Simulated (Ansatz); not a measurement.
# Copper, simple cubic under revPBE: ground state and equation of state

The plan for copper in the simple cubic structure: relax it, solve it on a dense k-mesh, then scale the cell to 7 volumes from 88 to 112 % of the relaxed one and try a fit of the equation of state. Spin polarisation is left out. The k-meshes are 13×13×13 for the relaxation; 21×21×21 for the dense run; 14×14×14 for the volumes.

This is Cu in the simple cubic structure; at room conditions it is fcc.

Method: DFT revPBE, plane waves (420 eV) with PAW, scalar-relativistic; the PAW data stem from PBE, with regenerated cores, in Ansatz 0.2.0.

**1. The system as given**

The structure is cubic, space group Pm-3m (No. 221). The conventional cell has a = 2.336 Å, b = 2.336 Å, c = 2.336 Å, α = 90.00°, β = 90.00°, γ = 90.00°. Around Cu (site symmetry m-3m) lie 6 Cu at 2.34 Å.

As a file:

```xyz
1
Lattice="2.3365 0.0000 0.0000 0.0000 2.3365 0.0000 0.0000 0.0000 2.3365" Properties=species:S:1:pos:R:3 pbc="T T T"
Cu    0.0000    0.0000    0.0000
```

**2. Relaxing cell and atoms**

The input, input.yaml:

```yaml
crystal:
  lattice:
    - [2.3364585681, 0.0, 0.0]
    - [0.0, 2.3364585681, 0.0]
    - [0.0, 0.0, 2.3364585681]
  atoms:
    - { symbol: Cu, position: [0.0, 0.0, 0.0] }
hamiltonian:
  xc: revpbe
  pseudopotentials:
    kind: paw
    azcp:
      Cu: "pseudopotentials/Cu.paw.azcp"
basis:
  ecutwfc: 420
  fft_grid_basis: typed
kpoints:
  mp_grid: { grid: [13, 13, 13], shift: [0, 0, 0] }
magnetization:
  spin_polarized: false
scf:
  occupations: { method: fermi_dirac, width: 0.1 }
relax:
  max_steps: 60
  f_tol: 0.01
  cell: {}
```

Standard output:

```text
Warning: RAYON_NUM_THREADS=2 ignored (pool sized by the plan → 2); use --threads N
Engine: ansatz 0.2.0, aarch64-unknown-linux-gnu
Pseudopotentials: kind: paw
Pseudopotential: Cu, paw, valence charge 19, recommended cutoff 420 eV (normal), <dir>
Functional definition: revPBE
  parameter kappa = 1.245
  parameter beta = 0.06672455060314922
  exchange = pbe_x(kappa = kappa, mu = beta*pi^2/3)
  correlation = pbe_c(beta = beta)
Crystal: 1 atoms, lattice volume = 12.755 Å³
Basis set: ecut = 420 eV, 251 PW (Γ), exchange–correlation on 32×32×32 points (8 copies of the dense FFT grid, shifted against one another)
Bands: 14, of which v1, the nominal top of the filled ones, is band 10 counted from 1 (9 counted from 0)
Symmetry: 48 space group operations
Space group: Pm-3m (ITA 221), of the structure as read, at distance tolerance 2.3e-5 Å
k-points: 84 of 2197
Non-local potential: Cu, projectors of the file, l = 0: 3, l = 1: 2, l = 2: 3, l = 3: 1
PAW form: soft (Blöchl's): semilocal exchange-correlation on the pseudo side does not see the compensation charge
PAW frozen core: Cu, regenerated for the run's functional, and the local potential with it (the file was generated under x = pbe(κ = 0.804, μ = 0.2195149727645171), c = pbe(β = 0.06672455060314922))
PAW one-centre angular grid: Cu, 590 points (default); XC on 64 Gauss nodes
Initial density: superposition of atomic densities (neutral atoms: chi_scale 0, normalization atom), corrected by the library's trained network
Initial wavefunctions: pseudopotential atomic-orbital guess
Functional: x = revpbe(κ = 1.245, μ = 0.2195149727645171), c = pbe(β = 0.06672455060314922)
SCF iter   1: F=—  HF=-6628.360855 eV  |F-HF|=—  |Δ(HF+E_count)|=         —  Δρ=1.00e-2  dr2=6.72e-3  ethr=1.77e-3  ⟨swp⟩=5.3  Hψ=5951  notcnv=0
preconditioner: auto → none  [metal: Δε(μ)=0.099 eV  Ē_g=16.818 eV  σ=0.100 eV  W_gap=0.24  n_scr=6 (ndim 8)  ℏωp=34.5 eV  f_vac=0.000  D(μ)=0.36/eV (n_scr^D=0)  sad-step TF]
SCF iter   2: F=—  HF=-6628.359783 eV  |F-HF|=—  |Δ(HF+E_count)|=   1.07e-3  Δρ=2.93e-3  dr2=6.54e-4  ethr=3.53e-5  ⟨swp⟩=1.2  Hψ=1937  notcnv=0
SCF iter   3: F=—  HF=-6628.359704 eV  |F-HF|=—  |Δ(HF+E_count)|=   7.93e-5  Δρ=7.97e-4  dr2=4.79e-5  ethr=3.44e-6  ⟨swp⟩=1.1  Hψ=1178  notcnv=0
SCF iter   4: F=—  HF=-6628.359677 eV  |F-HF|=—  |Δ(HF+E_count)|=   2.74e-5  Δρ=4.46e-5  dr2=8.15e-8  ethr=2.52e-7  ⟨swp⟩=1.7  Hψ=1444  notcnv=0
iter 5 did not close the SCF: its close was put off for the readings that it lacked (scf_convergence_deferred on its scf_iter line)
SCF iter   5: F=-6628.359677 eV  HF=-6628.359677 eV  |F-HF|=3.95e-10  |Δ(HF+E_count)|=   4.85e-7  Δρ=4.96e-6  dr2=2.23e-9  ethr=4.29e-10  ⟨swp⟩=2.1  Hψ=1984  notcnv=0
SCF iter   6: F=-6628.359677 eV  HF=-6628.359677 eV  |F-HF|=1.46e-11  |Δ(HF+E_count)|=  5.59e-10  Δρ=4.99e-7  dr2=1.41e-11  ethr=1.18e-11  ⟨swp⟩=2.2  Hψ=3659  notcnv=0
SCF 1 converged in 6 iterations: F = -6628.359677 eV  dr2 = 1.41e-11
relax step   1: F+E_penalty+E_count = -6628.35967728 eV  Δ(F+E_penalty+E_count) = +0.000e0 eV  max|allowed force component| = 0.000e0 eV/Å  Δτ_max = 0.0000 Å  P = +14.527 GPa  Ω = 12.755 Å³  (6 SCF iters, dr2 threshold 1.00e-7 eV, accepted)
Crystal: 1 atoms, lattice volume = 13.400 Å³
Initial density: handed on by an earlier stage of this run
Initial wavefunctions: those handed on with the density
iter 1 solved again at ethr=9.31e-5 eV; its pass at ethr=3.10e-3 eV (dr2=1.77e-2 eV) is discarded
SCF iter   1: F=—  HF=-6628.406729 eV  |F-HF|=—  |Δ(HF+E_count)|=         —  Δρ=1.41e-2  dr2=1.79e-2  ethr=9.31e-5  ⟨swp⟩=1.0  Hψ=7779  notcnv=0
preconditioner: auto → none  [metal: Δε(μ)=0.129 eV  Ē_g=16.260 eV  σ=0.100 eV  W_gap=0.30  n_scr=6 (ndim 8)  ℏωp=33.6 eV  f_vac=0.000  D(μ)=0.37/eV (n_scr^D=0)]
SCF iter   2: F=—  HF=-6628.403074 eV  |F-HF|=—  |Δ(HF+E_count)|=   3.65e-3  Δρ=1.28e-3  dr2=1.43e-4  ethr=9.31e-5  ⟨swp⟩=2.4  Hψ=1836  notcnv=0
SCF iter   3: F=—  HF=-6628.402907 eV  |F-HF|=—  |Δ(HF+E_count)|=   1.67e-4  Δρ=9.06e-4  dr2=1.04e-4  ethr=7.55e-7  ⟨swp⟩=2.2  Hψ=1966  notcnv=0
SCF iter   4: F=—  HF=-6628.402882 eV  |F-HF|=—  |Δ(HF+E_count)|=   2.56e-5  Δρ=1.18e-4  dr2=5.77e-7  ethr=5.47e-7  ⟨swp⟩=2.3  Hψ=1655  notcnv=0
SCF iter   5: F=—  HF=-6628.402849 eV  |F-HF|=—  |Δ(HF+E_count)|=   3.26e-5  Δρ=8.81e-6  dr2=8.94e-9  ethr=3.04e-9  ⟨swp⟩=2.0  Hψ=1983  notcnv=0
SCF iter   6: F=-6628.402849 eV  HF=-6628.402849 eV  |F-HF|=1.09e-11  |Δ(HF+E_count)|=   1.62e-9  Δρ=6.03e-7  dr2=3.20e-11  ethr=4.71e-11  ⟨swp⟩=2.1  Hψ=3640  notcnv=0
SCF 2 converged in 6 iterations: F = -6628.402849 eV  dr2 = 3.20e-11
relax step   2: F+E_penalty+E_count = -6628.40284896 eV  Δ(F+E_penalty+E_count) = -4.317e-2 eV  max|allowed force component| = 0.000e0 eV/Å  Δτ_max = 0.0000 Å  P = +7.486 GPa  Ω = 13.400 Å³  energy of the carried Pulay correction = -5.053e-4 eV  (6 SCF iters, dr2 threshold 1.00e-7 eV, accepted)
Crystal: 1 atoms, lattice volume = 14.161 Å³
Basis set: ecut = 420 eV, 257 PW (Γ), exchange–correlation on 32×32×32 points (8 copies of the dense FFT grid, shifted against one another)
iter 1 solved again at ethr=1.27e-4 eV; its pass at ethr=3.10e-3 eV (dr2=2.41e-2 eV) is discarded
SCF iter   1: F=—  HF=-6628.427574 eV  |F-HF|=—  |Δ(HF+E_count)|=         —  Δρ=1.61e-2  dr2=2.45e-2  ethr=1.27e-4  ⟨swp⟩=1.0  Hψ=7841  notcnv=0
preconditioner: auto → none  [metal: Δε(μ)=0.124 eV  Ē_g=15.688 eV  σ=0.100 eV  W_gap=0.28  n_scr=6 (ndim 8)  ℏωp=32.7 eV  f_vac=0.000  D(μ)=0.37/eV (n_scr^D=0)]
SCF iter   2: F=—  HF=-6628.422655 eV  |F-HF|=—  |Δ(HF+E_count)|=   4.92e-3  Δρ=1.37e-3  dr2=2.03e-4  ethr=1.27e-4  ⟨swp⟩=2.3  Hψ=1874  notcnv=0
SCF iter   3: F=—  HF=-6628.422398 eV  |F-HF|=—  |Δ(HF+E_count)|=   2.57e-4  Δρ=1.08e-3  dr2=1.56e-4  ethr=1.07e-6  ⟨swp⟩=2.1  Hψ=2091  notcnv=0
SCF iter   4: F=—  HF=-6628.422360 eV  |F-HF|=—  |Δ(HF+E_count)|=   3.78e-5  Δρ=1.06e-4  dr2=5.81e-7  ethr=8.19e-7  ⟨swp⟩=2.0  Hψ=1589  notcnv=0
SCF iter   5: F=—  HF=-6628.422323 eV  |F-HF|=—  |Δ(HF+E_count)|=   3.77e-5  Δρ=5.42e-6  dr2=3.58e-9  ethr=3.06e-9  ⟨swp⟩=2.0  Hψ=1984  notcnv=0
SCF iter   6: F=-6628.422323 eV  HF=-6628.422323 eV  |F-HF|=8.19e-12  |Δ(HF+E_count)|=  5.61e-10  Δρ=6.54e-7  dr2=3.93e-11  ethr=1.88e-11  ⟨swp⟩=2.0  Hψ=3721  notcnv=0
SCF 3 converged in 6 iterations: F = -6628.422323 eV  dr2 = 3.93e-11
relax step   3: F+E_penalty+E_count = -6628.42232276 eV  Δ(F+E_penalty+E_count) = -1.947e-2 eV  max|allowed force component| = 0.000e0 eV/Å  Δτ_max = 0.0000 Å  P = +1.266 GPa  Ω = 14.161 Å³  energy of the carried Pulay correction = -1.070e-3 eV  (6 SCF iters, dr2 threshold 1.00e-7 eV, accepted)
Crystal: 1 atoms, lattice volume = 14.362 Å³
iter 1 solved again at ethr=9.50e-6 eV; its pass at ethr=3.10e-3 eV (dr2=1.81e-3 eV) is discarded
SCF iter   1: F=—  HF=-6628.423258 eV  |F-HF|=—  |Δ(HF+E_count)|=         —  Δρ=4.09e-3  dr2=1.60e-3  ethr=9.50e-6  ⟨swp⟩=2.0  Hψ=7518  notcnv=0
preconditioner: auto → none  [metal: Δε(μ)=0.122 eV  Ē_g=15.457 eV  σ=0.100 eV  W_gap=0.28  n_scr=6 (ndim 8)  ℏωp=32.5 eV  f_vac=0.000  D(μ)=0.38/eV (n_scr^D=0)]
SCF iter   2: F=—  HF=-6628.422943 eV  |F-HF|=—  |Δ(HF+E_count)|=   3.15e-4  Δρ=3.52e-4  dr2=1.89e-5  ethr=8.40e-6  ⟨swp⟩=2.1  Hψ=1498  notcnv=0
SCF iter   3: F=—  HF=-6628.422908 eV  |F-HF|=—  |Δ(HF+E_count)|=   3.56e-5  Δρ=2.29e-4  dr2=7.35e-6  ethr=9.93e-8  ⟨swp⟩=2.0  Hψ=1654  notcnv=0
iter 4 did not close the SCF: its close was put off for the readings that it lacked (scf_convergence_deferred on its scf_iter line)
SCF iter   4: F=-6628.422906 eV  HF=-6628.422906 eV  |F-HF|=1.02e-8  |Δ(HF+E_count)|=   1.79e-6  Δρ=2.03e-5  dr2=3.62e-8  ethr=3.87e-8  ⟨swp⟩=2.2  Hψ=1657  notcnv=0
iter 5 did not close the SCF: its close was put off for the readings that it lacked (scf_convergence_deferred on its scf_iter line)
SCF iter   5: F=-6628.422906 eV  HF=-6628.422906 eV  |F-HF|=9.42e-9  |Δ(HF+E_count)|=   7.05e-8  Δρ=1.09e-5  dr2=7.30e-9  ethr=1.91e-10  ⟨swp⟩=2.0  Hψ=1986  notcnv=0
SCF iter   6: F=-6628.422906 eV  HF=-6628.422906 eV  |F-HF|=9.09e-12  |Δ(HF+E_count)|=   1.93e-9  Δρ=3.96e-7  dr2=7.17e-12  ethr=3.84e-11  ⟨swp⟩=2.3  Hψ=3624  notcnv=0
SCF 4 converged in 6 iterations: F = -6628.422906 eV  dr2 = 7.17e-12
relax step   4: F+E_penalty+E_count = -6628.42290585 eV  Δ(F+E_penalty+E_count) = -5.831e-4 eV  max|allowed force component| = 0.000e0 eV/Å  Δτ_max = 0.0000 Å  P = -0.090 GPa  Ω = 14.362 Å³  energy of the carried Pulay correction = -1.214e-3 eV  (6 SCF iters, dr2 threshold 1.00e-7 eV, accepted)
Crystal: 1 atoms, lattice volume = 14.349 Å³
iter 1 solved again at ethr=4.10e-8 eV; its pass at ethr=3.10e-3 eV (dr2=7.80e-6 eV) is discarded
SCF iter   1: F=—  HF=-6628.422940 eV  |F-HF|=—  |Δ(HF+E_count)|=         —  Δρ=2.70e-4  dr2=6.92e-6  ethr=4.10e-8  ⟨swp⟩=2.0  Hψ=7353  notcnv=0
preconditioner: auto → none  [metal: Δε(μ)=0.125 eV  Ē_g=15.437 eV  σ=0.100 eV  W_gap=0.28  n_scr=6 (ndim 8)  ℏωp=32.5 eV  f_vac=0.000  D(μ)=0.38/eV (n_scr^D=0)]
SCF iter   2: F=—  HF=-6628.422919 eV  |F-HF|=—  |Δ(HF+E_count)|=   2.05e-5  Δρ=2.49e-5  dr2=9.61e-8  ethr=3.64e-8  ⟨swp⟩=2.0  Hψ=1505  notcnv=0
SCF iter   3: F=—  HF=-6628.422919 eV  |F-HF|=—  |Δ(HF+E_count)|=   5.65e-8  Δρ=1.50e-5  dr2=3.12e-8  ethr=5.06e-10  ⟨swp⟩=2.0  Hψ=1621  notcnv=0
iter 4 did not close the SCF: its close was put off for the readings that it lacked (scf_convergence_deferred on its scf_iter line)
SCF iter   4: F=-6628.422919 eV  HF=-6628.422919 eV  |F-HF|=5.82e-11  |Δ(HF+E_count)|=   7.56e-9  Δρ=1.28e-6  dr2=1.32e-10  ethr=1.64e-10  ⟨swp⟩=2.2  Hψ=1657  notcnv=0
iter 5 did not close the SCF: its close was put off for the readings that it lacked (scf_convergence_deferred on its scf_iter line)
SCF iter   5: F=-6628.422919 eV  HF=-6628.422919 eV  |F-HF|=3.73e-11  |Δ(HF+E_count)|=  2.69e-10  Δρ=6.37e-7  dr2=2.37e-11  ethr=1.00e-12  ⟨swp⟩=2.0  Hψ=1981  notcnv=0
SCF iter   6: F=-6628.422919 eV  HF=-6628.422919 eV  |F-HF|=9.09e-13  |Δ(HF+E_count)|=  7.28e-12  Δρ=2.18e-8  dr2=1.85e-14  ethr=1.00e-12  ⟨swp⟩=2.0  Hψ=3169  notcnv=0
SCF 5 converged in 6 iterations: F = -6628.422919 eV  dr2 = 1.85e-14
relax step   5: F+E_penalty+E_count = -6628.42291928 eV  Δ(F+E_penalty+E_count) = -1.343e-5 eV  max|allowed force component| = 0.000e0 eV/Å  Δτ_max = 0.0000 Å  P = -0.002 GPa  Ω = 14.349 Å³  energy of the carried Pulay correction = -1.205e-3 eV  (6 SCF iters, dr2 threshold 2.01e-8 eV, accepted)
Basis set: ecut = 420 eV, 257 PW (Γ), exchange–correlation on 36×36×36 points (8 copies of the dense FFT grid, shifted against one another)
Initial wavefunctions: pseudopotential atomic-orbital guess (no wavefunctions were taken with the density)
iter 1 solved again at ethr=1.23e-7 eV; its pass at ethr=3.10e-3 eV (dr2=2.34e-5 eV) is discarded
SCF iter   1: F=—  HF=-6628.418720 eV  |F-HF|=—  |Δ(HF+E_count)|=         —  Δρ=2.53e-3  dr2=2.41e-5  ethr=1.23e-7  ⟨swp⟩=3.2  Hψ=9034  notcnv=0
preconditioner: auto → none  [metal: Δε(μ)=0.124 eV  Ē_g=15.440 eV  σ=0.100 eV  W_gap=0.28  n_scr=6 (ndim 8)  ℏωp=32.5 eV  f_vac=0.000  D(μ)=0.38/eV (n_scr^D=0)]
SCF iter   2: F=—  HF=-6628.422607 eV  |F-HF|=—  |Δ(HF+E_count)|=   3.89e-3  Δρ=1.27e-3  dr2=6.27e-6  ethr=1.23e-7  ⟨swp⟩=2.0  Hψ=1444  notcnv=0
SCF iter   3: F=—  HF=-6628.423742 eV  |F-HF|=—  |Δ(HF+E_count)|=   1.13e-3  Δρ=3.08e-4  dr2=6.83e-7  ethr=3.30e-8  ⟨swp⟩=2.2  Hψ=1580  notcnv=0
SCF iter   4: F=—  HF=-6628.423805 eV  |F-HF|=—  |Δ(HF+E_count)|=   6.32e-5  Δρ=2.39e-5  dr2=3.55e-9  ethr=3.59e-9  ⟨swp⟩=2.2  Hψ=1696  notcnv=0
SCF iter   5: F=—  HF=-6628.423805 eV  |F-HF|=—  |Δ(HF+E_count)|=   3.92e-7  Δρ=4.37e-6  dr2=1.60e-9  ethr=1.87e-11  ⟨swp⟩=2.0  Hψ=1902  notcnv=0
SCF iter   6: F=—  HF=-6628.423805 eV  |F-HF|=—  |Δ(HF+E_count)|=  8.91e-11  Δρ=5.86e-7  dr2=2.68e-11  ethr=8.40e-12  ⟨swp⟩=1.0  Hψ=1183  notcnv=0
SCF iter   7: F=-6628.423805 eV  HF=-6628.423805 eV  |F-HF|=1.82e-12  |Δ(HF+E_count)|=  9.09e-13  Δρ=2.76e-8  dr2=8.84e-14  ethr=1.00e-12  ⟨swp⟩=4.9  Hψ=4164  notcnv=0
SCF 6 converged in 7 iterations: F = -6628.423805 eV  dr2 = 8.84e-14
relax step   6: F+E_penalty+E_count = -6628.42380530 eV  Δ(F+E_penalty+E_count) = -8.860e-4 eV  max|allowed force component| = 0.000e0 eV/Å  Δτ_max = 0.0000 Å  P = -0.021 GPa  Ω = 14.349 Å³  stress off target by 2.06e-2 GPa  SCF on the basis re-selected at this cell (its energy is not comparable with the rows above)  (7 SCF iters)
basis re-selected at this cell: Δ(F+E_penalty+E_count) = -8.860e-4 eV, ΔP = -0.019 GPa vs the last step (what re-selecting the basis moved, of the pressure what is left beyond the Pulay correction that the steps carried, after the strain that the cell walked since its last selection, with what the two solves' SCF thresholds leave and, on support functions, any second-order correction that the steps lacked; it is no measure of the basis error at this ecutwfc). The dense FFT grid was sized anew with the basis: this SCF ran on 18×18×18 points, the steps before it on 16×16×16, so part of this shift can come from that change (see relax.cell in the input reference). This SCF's stress stands 2.06e-2 GPa from its target on what of the cell is left free (relax.cell.stress_tol is 5.00e-2 GPa) and its largest allowed force component is 0.00e0 eV/Å (relax.f_tol is 1.00e-2 eV/Å): within both
SCF converged after 7 iterations
Free energy (F): -6628.423805 eV
Harris-Foulkes:  -6628.423805 eV  (|F-HF|=1.82e-12)
Internal energy: -6628.412100 eV  (E = F + TS)
E sigma→0 (E₀):  -6628.417953 eV
Entropy (-TS):   -0.011705 eV (-11.705 meV/atom)
Fermi energy:    12.901016 eV
--- Per-component energies (eV) ---
  E_band       = -423.332358
  E_kinetic    = 299.343327
  E_local      = -4510.743035  (includes V_loc(G=0)·N_el)
  E_nonlocal   = 392.814789
  E_hartree    = 1983.194425
  E_xc         = -88.437830
  E_vxc        = -113.898906  (∫ρ·V_xc dr)
  E_paw        = -1669.755796  (= ΣΔE_a)
  E_vpaw       = -457.237765  (= ΣTr[D̂ρ^β])
  E_aug_tail   = 0.000374  (compensation charges beyond the density's cutoff)
  E_ewald      = -3034.798402
  E_core_change = -0.029953  (= ΣΔE_core)
  E_smearing   = -0.011705  (= −TS)
  E_closure    = -0.000000  (closes the sum)
  Σ components = -6628.423805   (vs F -6628.423805, Δ=0.00e0)
--- Forces (eV/Å), atoms counted from 1 ---
  atom   1  Cu     0.00000000     0.00000000     0.00000000
  max |Σ_I F_I| component: 3.80e-32 eV/Å
--- Stress (GPa, compression-positive) ---
       -0.020633      -0.000000      -0.000000
       -0.000000      -0.020633       0.000000
       -0.000000       0.000000      -0.020633
  P = ⅓ Tr σ = -0.0206 GPa (-0.206 kbar)
--- Relaxed structure (5 steps of the walk, 5 accepted, 1 SCFs on fresh bases) ---
  F+E_penalty+E_count = -6628.42380530 eV   max|allowed force component| = 0.000e0 eV/Å   (the final SCF, on the basis selected at the relaxed cell)
  cell:  # Å, volume = 14.3487 Å³
    - [2.4299874554518546, 7.3827314534844035e-34, 8.024708101613483e-34]
    - [-2.8888949165808538e-34, 2.4299874554518546, 6.419766481290786e-35]
    - [2.8888949165808538e-34, 6.419766481290786e-35, 2.4299874554518546]
  atoms:
    - { symbol: Cu, position: [0.0, 0.0, 0.0] }
```

Run time: 3.1 s. Hardware: 2 threads of an Arm CPU, shared host; peak memory 0.28 GiB.

The steps of the relaxation:

```csv
step,energy change (meV/atom),largest force (eV/Å),pressure (GPa),volume (Å³/atom)
1,0.00,0.0000,14.53,12.755
2,-43.17,0.0000,7.49,13.400
3,-62.65,0.0000,1.27,14.161
4,-63.23,0.0000,-0.09,14.362
5,-63.24,0.0000,0.00,14.349
6,-64.13,0.0000,-0.02,14.349
```

Steps that repeat a cell are solved on a basis chosen anew, so their changes of energy are no gain of the relaxation.

The cell of the run, before and after:

|  | before | after | change |
| --- | --- | --- | --- |
| a (Å) | 2.336 | 2.430 | +4.0 % |
| b (Å) | 2.336 | 2.430 | +4.0 % |
| c (Å) | 2.336 | 2.430 | +4.0 % |
| volume (Å³/atom) | 12.755 | 14.349 | +12.5 % |
| shortest distance (Å) | 2.336 | 2.430 | +4.0 % |
| space group (spins left aside) | Pm-3m | Pm-3m | same |

**3. The energy on a finer k-mesh**

The input, input.yaml:

```yaml
crystal:
  lattice:
    - [2.4299874555, 0.0, 0.0]
    - [0.0, 2.4299874555, 0.0]
    - [0.0, 0.0, 2.4299874555]
  atoms:
    - { symbol: Cu, position: [0.0, 0.0, 0.0] }
hamiltonian:
  xc: revpbe
  pseudopotentials:
    kind: paw
    azcp:
      Cu: "pseudopotentials/Cu.paw.azcp"
basis:
  ecutwfc: 420
  fft_grid_basis: typed
kpoints:
  mp_grid: { grid: [21, 21, 21], shift: [0, 0, 0] }
magnetization:
  spin_polarized: false
scf:
  occupations: { method: fermi_dirac, width: 0.1 }
```

Standard output, cut to the lines that bear on the results:

```text
Warning: RAYON_NUM_THREADS=2 ignored (pool sized by the plan → 2); use --threads N
[...]
[... 3 set-up lines as earlier in the session ...]
[...]
Crystal: 1 atoms, lattice volume = 14.349 Å³
Basis set: ecut = 420 eV, 257 PW (Γ)
Bands: 14, of which v1, the nominal top of the filled ones, is band 10 counted from 1 (9 counted from 0)
[... 1 set-up line as earlier in the session ...]
Space group: Pm-3m (ITA 221), of the structure as read, at distance tolerance 2.4e-5 Å
k-points: 286 of 9261
[...]
SCF iter   1: F=—  HF=-6628.426387 eV  |F-HF|=—  |Δ(HF+E_count)|=         —  Δρ=8.62e-3  dr2=5.58e-3  ethr=1.77e-3  ⟨swp⟩=5.6  Hψ=20066  notcnv=0
[...]
SCF iter   6: F=-6628.425518 eV  HF=-6628.425518 eV  |F-HF|=5.46e-12  |Δ(HF+E_count)|=  6.46e-10  Δρ=3.78e-7  dr2=7.73e-12  ethr=7.07e-12  ⟨swp⟩=1.2  Hψ=11353  notcnv=0
[...]
SCF converged after 6 iterations
Free energy (F): -6628.425518 eV
[...]
E sigma→0 (E₀):  -6628.420911 eV
Entropy (-TS):   -0.009214 eV (-9.214 meV/atom)
Fermi energy:    12.915213 eV
[...]
```

Run time: 1.6 s. Hardware: 2 threads of an Arm CPU, shared host; peak memory 0.31 GiB.

**4. At 88 % of the relaxed volume**

The input, input.yaml:

```yaml
crystal:
  lattice:
    - [2.3286180293, 0.0, 0.0]
    - [0.0, 2.3286180293, 0.0]
    - [0.0, 0.0, 2.3286180293]
  atoms:
    - { symbol: Cu, position: [0.0, 0.0, 0.0] }
hamiltonian:
  xc: revpbe
  pseudopotentials:
    kind: paw
    azcp:
      Cu: "pseudopotentials/Cu.paw.azcp"
basis:
  ecutwfc: 420
  fft_grid_basis: typed
kpoints:
  mp_grid: { grid: [14, 14, 14], shift: [0, 0, 0] }
magnetization:
  spin_polarized: false
scf:
  occupations: { method: fermi_dirac, width: 0.1 }
  lower_state_search: "off"
output:
  stress: true
```

Standard output, cut to the lines that bear on the results:

```text
Warning: RAYON_NUM_THREADS=2 ignored (pool sized by the plan → 2); use --threads N
[...]
[... 3 set-up lines as earlier in the session ...]
[...]
Crystal: 1 atoms, lattice volume = 12.627 Å³
Basis set: ecut = 420 eV, 251 PW (Γ)
Bands: 14, of which v1, the nominal top of the filled ones, is band 10 counted from 1 (9 counted from 0)
[... 2 set-up lines as earlier in the session ...]
k-points: 120 of 2744
[...]
SCF iter   1: F=—  HF=-6628.350296 eV  |F-HF|=—  |Δ(HF+E_count)|=         —  Δρ=1.04e-2  dr2=7.21e-3  ethr=1.77e-3  ⟨swp⟩=5.4  Hψ=8486  notcnv=0
[...]
SCF iter   6: F=-6628.349024 eV  HF=-6628.349024 eV  |F-HF|=1.27e-11  |Δ(HF+E_count)|=  3.49e-10  Δρ=4.93e-7  dr2=1.38e-11  ethr=1.35e-11  ⟨swp⟩=2.2  Hψ=5146  notcnv=0
[...]
SCF converged after 6 iterations
Free energy (F): -6628.349024 eV
[...]
E sigma→0 (E₀):  -6628.344491 eV
Entropy (-TS):   -0.009067 eV (-9.067 meV/atom)
Fermi energy:    15.302436 eV
[...]
--- Stress (GPa, compression-positive) ---
       16.190077       0.000000       0.000000
        0.000000      16.190077       0.000000
        0.000000       0.000000      16.190077
  P = ⅓ Tr σ = 16.1901 GPa (161.901 kbar)
```

It took 0.84 s on 2 threads of an Arm CPU, shared host; peak memory 0.27 GiB.

**5. At 92 % of the relaxed volume**

Changes to input.yaml since step 4:

```diff
@@ -2,5 +2,5 @@
   lattice:
-    - [2.3286180293, 0.0, 0.0]
-    - [0.0, 2.3286180293, 0.0]
-    - [0.0, 0.0, 2.3286180293]
+    - [2.363378647, 0.0, 0.0]
+    - [0.0, 2.363378647, 0.0]
+    - [0.0, 0.0, 2.363378647]
   atoms:
```

Standard output, cut to the lines that bear on the results:

```text
Warning: RAYON_NUM_THREADS=2 ignored (pool sized by the plan → 2); use --threads N
[...]
[... 3 set-up lines as earlier in the session ...]
[...]
Crystal: 1 atoms, lattice volume = 13.201 Å³
Basis set: ecut = 420 eV, 251 PW (Γ)
Bands: 14, of which v1, the nominal top of the filled ones, is band 10 counted from 1 (9 counted from 0)
[... 2 set-up lines as earlier in the session ...]
k-points: 120 of 2744
[...]
SCF iter   1: F=—  HF=-6628.395514 eV  |F-HF|=—  |Δ(HF+E_count)|=         —  Δρ=9.76e-3  dr2=6.64e-3  ethr=1.77e-3  ⟨swp⟩=5.3  Hψ=8454  notcnv=0
[...]
SCF iter   6: F=-6628.394415 eV  HF=-6628.394415 eV  |F-HF|=1.27e-11  |Δ(HF+E_count)|=  2.95e-10  Δρ=4.39e-7  dr2=1.08e-11  ethr=1.72e-11  ⟨swp⟩=2.2  Hψ=5126  notcnv=0
[...]
SCF converged after 6 iterations
Free energy (F): -6628.394415 eV
[...]
E sigma→0 (E₀):  -6628.389835 eV
Entropy (-TS):   -0.009160 eV (-9.160 meV/atom)
Fermi energy:    14.438074 eV
[...]
--- Stress (GPa, compression-positive) ---
        9.431096      -0.000000       0.000000
        0.000000       9.431096       0.000000
        0.000000       0.000000       9.431096
  P = ⅓ Tr σ = 9.4311 GPa (94.311 kbar)
```

Wall time 0.82 s (2 threads of an Arm CPU, shared host); peak memory 0.27 GiB.

(Part 1 of 2 ends here.)
